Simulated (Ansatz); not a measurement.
**PbS: stress in a strained cell**

PbS is deformed so: equal xy, yz and zx engineering shear strains of -2 %. What stress and forces result, by LAPW, PAW and all-electron datasets made for the crystal?

Computed with Ansatz 0.2.0 (DFT LDA, scalar-relativistic, unless a step's input says otherwise).

## 1. The structure to begin with

Symmetry: Fm-3m, No. 225, cubic system. The conventional cell has a = 5.930 Å, b = 5.930 Å, c = 5.930 Å, α = 90.00°, β = 90.00°, γ = 90.00°. Around Pb (site symmetry m-3m) lie 6 S at 2.96 to 2.97 Å. S (site symmetry m-3m) has 6 Pb at 2.96 to 2.97 Å as nearest neighbours.

Coordinates:

```
Pb S
1.0
     0.00000    2.96500    2.96500
     2.96500    0.00000    2.96500
     2.96500    2.96500    0.00000
Pb S
1 1
Cartesian
  0.0000 0.0000 0.0000
  2.9650 2.9650 2.9650
```

Atoms are numbered in the order of the input: Pb1, S2.

## 2. After the deformation

Space group Fm-3m before, R-3m after.

## 3. LAPW, all electrons

Contents of input.yaml:

```yaml
crystal:
  lattice:
    - [-0.0593, 2.93535, 2.93535]
    - [2.93535, -0.0593, 2.93535]
    - [2.93535, 2.93535, -0.0593]
  atoms:
    - { symbol: Pb, position: [0.0, 0.0, 0.0] }
    - { symbol: S, position: [0.5, 0.5, 0.5] }
kpoints:
  mp_grid: { grid: [7, 7, 7] }
  band_path:
    path:
      - [0.0, 0.0, 0.0]
      - [0.5, 0.5, 0.5]
      - [0.2551801333, 0.5, 0.7448198667]
      - [-0.2551801333, 0.2551801333, 0.5]
      - [0.0, 0.0, 0.5]
      - [0.0, 0.0, 0.0]
      - [-0.3775900666, 0.0, 0.3775900666]
      - [0.0, 0.3775900666, 0.6224099334]
      - [0.0, 0.5, 0.5]
    npoints: 5
scf:
  occupations: { method: fermi_dirac, width: 0.01 }
hamiltonian:
  xc: lda
  pseudopotentials: { kind: all_electron, lapw: { basis_error: 0.00025 } }
output:
  forces: true
  stress: true
  eigenvalues: true
```

On the command line:

```console
> ansatz run input.yaml --threads 1 --pin off --max-ram 3072MiB --backend cpu --events-out ev --progress --plain --runs-dir out
```

## 4. PAW on the default files

Contents of input.yaml:

```yaml
crystal:
  lattice:
    - [-0.0593, 2.93535, 2.93535]
    - [2.93535, -0.0593, 2.93535]
    - [2.93535, 2.93535, -0.0593]
  atoms:
    - { symbol: Pb, position: [0.0, 0.0, 0.0] }
    - { symbol: S, position: [0.5, 0.5, 0.5] }
kpoints:
  mp_grid: { grid: [7, 7, 7] }
scf:
  occupations: { method: fermi_dirac, width: 0.01 }
hamiltonian:
  xc: lda
  pseudopotentials: { kind: paw }
output:
  forces: true
  stress: true
  eigenvalues: true
  efg: { contact_densities: true }
  write_density: true
  write_potential: true
  elf: true
  volumetric_format: npy
```

## 5. Datasets made for this crystal

input.yaml, as its differences from that of step 4:

```diff
@@ -14,3 +14,3 @@
   xc: lda
-  pseudopotentials: { kind: paw }
+  pseudopotentials: { kind: all_electron, datasets: crystal }
 output:
@@ -20,5 +20 @@
   efg: { contact_densities: true }
-  write_density: true
-  write_potential: true
-  elf: true
-  volumetric_format: npy
```

(Steps that only read results are left out.)

Q: Predict the outcome of this session. Wanted: pressure; largest shear or deviatoric stress.

As calculated:

| quantity | value |
| --- | --- |
| pressure | LAPW -2.61, PAW -2.62, crystal datasets -2.61 GPa |
| largest shear or deviatoric stress (LAPW) | 0.40 GPa |

The largest part of the stress beyond the pressure is 0.40 GPa in size; the atoms are carried along and not relaxed. No run of the undeformed cell stands beside it, so the pressure holds what the given cell had before the change. PAW: stress within 0.01 GPa of LAPW. Crystal datasets: stress within 0.01 GPa of LAPW. Spin-orbit coupling is left out, though the cell holds Pb; in elements this heavy it can shift bands and gaps by tenths of an eV.

These are semilocal Kohn-Sham gaps, which aren't the measured quantity. Such gaps usually fall short of the measured ones; spin-orbit coupling, left out here, narrows gaps with Pb, so the two errors partly cancel.
